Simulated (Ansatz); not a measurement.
Wanted: the native input for an Ansatz 0.2.0 run.

```yaml
Task: relaxation of cell and atoms
Functional: BLYP
Potentials_or_basis: Ansatz PAW
Cutoff: "420 eV (not typed: the program's choice for these potentials)"
k_mesh: 9 × 9 × 1
Occupations: fermi-dirac, width 0.05 eV
Spin: no spin polarisation
```

Te2Mo, a slab with vacuum:

```
Te Mo
1.0
     3.56138    0.00000    0.00000
    -1.78069    3.08425    0.00000
     0.00000    0.00000   38.99027
Te Mo
8 4
Cartesian
  0.0000 2.0562 12.7975
  0.0000 2.0562 37.1116
  1.7807 1.0281 5.4618
  1.7807 1.0281 29.7742
  1.7807 1.0281 1.8786
  1.7807 1.0281 26.1928
  0.0000 2.0562 9.2161
  0.0000 2.0562 33.5285
  1.7807 1.0281 11.0084
  1.7807 1.0281 35.3197
  0.0000 2.0562 3.6706
  0.0000 2.0562 27.9818
```

One way to write it, as run:

input.yaml

```yaml
crystal:
  lattice:
    - [3.5613831954, 0.0, 0.0]
    - [-1.7806915977, 3.0842483198, 0.0]
    - [0.0, 0.0, 38.99026814]
  atoms:
    - { symbol: Te, position: [0.3333333333, 0.6666666667, 0.32822317] }
    - { symbol: Te, position: [0.3333333333, 0.6666666667, 0.95181809] }
    - { symbol: Te, position: [0.6666666667, 0.3333333333, 0.14008092] }
    - { symbol: Te, position: [0.6666666667, 0.3333333333, 0.76363067] }
    - { symbol: Te, position: [0.6666666667, 0.3333333333, 0.04818191] }
    - { symbol: Te, position: [0.6666666667, 0.3333333333, 0.67177683] }
    - { symbol: Te, position: [0.3333333333, 0.6666666667, 0.23636933] }
    - { symbol: Te, position: [0.3333333333, 0.6666666667, 0.85991908] }
    - { symbol: Mo, position: [0.6666666667, 0.3333333333, 0.282338] }
    - { symbol: Mo, position: [0.6666666667, 0.3333333333, 0.90585884] }
    - { symbol: Mo, position: [0.3333333333, 0.6666666667, 0.09414116] }
    - { symbol: Mo, position: [0.3333333333, 0.6666666667, 0.717662] }
hamiltonian:
  xc: blyp
  pseudopotentials: { kind: paw }
kpoints:
  mp_grid: { grid: [9, 9, 1] }
scf:
  occupations: { method: fermi_dirac, width: 0.05 }
output:
  forces: true
  stress: true
  eigenvalues: true
relax:
  f_tol: 0.01
  max_steps: 40
  cell: { stress_tol: 0.05 }
```

Potentials or basis: Ansatz PAW.

Launch:

```console
$ ansatz run input.yaml --threads 4 --pin off --max-ram 11264MiB --backend cpu --events-out ev --progress --plain --runs-dir out
```

Results of the run:

| Property | Result |
| --- | --- |
| Relaxed volume | 41.21 Å³/atom |
| Relaxed cell | a = 3.676 Å, b = 3.676 Å, c = 42.261 Å, α = 90.00°, β = 90.00°, γ = 120.00° |
| Space group after relaxing (to 0.05 Å) | P-3m1 (No. 164) |
| Energy gained by relaxing | 54.7 meV/atom |
| Ionic steps | 25 |
| Largest force after relaxing | 0.006 eV/Å |
| Band gap on the k mesh | 0.86 eV, direct |

Caveat: the volume moved by over 15 % at a fixed basis, so the end points are rough; odd divisions of the mesh miss points on the zone boundary, where band edges often lie, so the gap on the mesh can be too wide; the plane-wave basis is chosen anew once the cell has moved, so the energies of steps on either side of that aren't comparable; spin-orbit coupling is left out, which moves the levels of the heavy elements; the PAW data sets come from PBE, with cores solved anew for the run's functional, which leaves a small shift of forces and pressure; without dispersion, layers of such crystals drift apart on relaxing, which shifts levels and gaps; volumes and pressures include the vacuum.

Wall time 6.5 min on 4 threads of Arm Neoverse V1 (shared host), peak memory 1.7 GiB.
